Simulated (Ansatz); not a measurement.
Crystal: CsBr.

```
Cs Br
1.0
     4.32562    0.00000    0.00000
     0.00000    4.32562    0.00000
     0.00000    0.00000    4.32562
Cs Br
1 1
Cartesian
  0.0000 0.0000 0.0000
  2.1628 2.1628 2.1628
```

The cell comes from a database or a generator and needn't be the stable form of this composition.

```yaml
Program: Ansatz 0.2.0
Task: single point
Functional: PBE
Potentials_or_basis: Ansatz PAW
Cutoff: "420 eV (not typed: the program's choice for these potentials)"
k_mesh: 6 × 6 × 6
Occupations: fermi-dirac, width 0.05 eV
Spin: no spin polarisation
```

On this cell: pressure 0.6 GPa; largest force zero by symmetry; band gap on the k mesh 4.42 eV, indirect (least direct gap 4.43 eV).

The same run follows on a disturbed copy (atoms moved at random, drawn with an rms of 0.05 Å):

```
Cs Br
1.0
     4.32562    0.00000    0.00000
     0.00000    4.32562    0.00000
     0.00000    0.00000    4.32562
Cs Br
1 1
Direct
  0.01354 0.99725 0.00118
  0.50733 0.49979 0.49719
```

Q: What does the disturbed cell give?

A: The energy moves by +0.2 meV/atom; pressure 0.6 GPa; largest force 0.025 eV/Å; band gap on the k mesh 4.42 eV, indirect (least direct gap 4.43 eV).

Forces on the atoms (eV/Å):
```
Cs  -0.020  0.008 -0.013
Br   0.020 -0.008  0.013
```

Caveats: spin-orbit coupling is left out, which moves the levels of the heavy elements.

